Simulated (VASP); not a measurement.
Crystal: Ag.

```
Ag
1.0
    -1.65565    1.65565    1.65565
     1.65565   -1.65565    1.65565
     1.65565    1.65565   -1.65565
Ag
1
Cartesian
  0.0000 0.0000 0.0000
```

This isn't the form of Ag at room conditions, which is fcc.

- Program: VASP 6.6.1
- Task: relaxation of cell and atoms
- Functional: PBEsol
- Dispersion: D3
- Potentials or basis: VASP PAW PBE potentials, release 64 (Ag)
- Cutoff: 600 eV
- k mesh: 11 × 11 × 11
- Occupations: fermi-dirac, width 0.05 eV
- Spin: no spin polarisation

At the start: pressure -9.7 GPa; volume 18.15 Å³/atom.

Q: How do energy, volume and symmetry change on relaxing?

A: Over 3 steps the energy falls by 64.6 meV/atom and the volume is 16.27 Å³/atom (-10.4 %); space group Im-3m (No. 229, to 0.05 Å).

Step by step:
```
step  energy change (eV)  largest force (eV/Å)  pressure (GPa)  volume (Å³)
   1              0.0000                0.0000           -9.70        18.15
   2             -0.0460                0.0000            7.46        15.42
   3             -0.0646                0.0000           -0.04        16.27
```

Final structure:
```xyz
1
Lattice="-1.5963 1.5963 1.5963 1.5963 -1.5963 1.5963 1.5963 1.5963 -1.5963" Properties=species:S:1:pos:R:3 pbc="T T T"
Ag    0.0000    0.0000    0.0000
```

Caveat: the PAW data sets were made with another functional, which shifts forces and pressure a little; pairwise dispersion overbinds metals, which lowers pressure and volume.
